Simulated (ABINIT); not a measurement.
Crystal: Sb.

```
Sb
1.0
    -1.87134    1.87134    1.87134
     1.87134   -1.87134    1.87134
     1.87134    1.87134   -1.87134
Sb
1
Direct
  0.00000 0.00000 0.00000
```

This isn't the form of Sb at room conditions, which is rhombohedral.

Base run:

```yaml
Program: ABINIT 10.8.3 (patched build)
Functional: LDA
Potentials_or_basis: PseudoDojo NC SR LDA v0.4 stringent
Cutoff: 1088 eV
k_mesh: 8 × 8 × 8, with 2 shifts
Occupations: fermi-dirac, width 0.05 eV
Spin: no spin polarisation
```

Its results: pressure -12.7 GPa.

**Question.** The run is repeated on the same cell with these changes: potentials or basis from PseudoDojo NC SR LDA v0.4 stringent to PseudoDojo NC SR LDA v0.4.1 standard; valence electrons from 23 to 15. What comes out?

**Answer.** Pressure -1.6 GPa.

Not every run made on this cell is shown here.
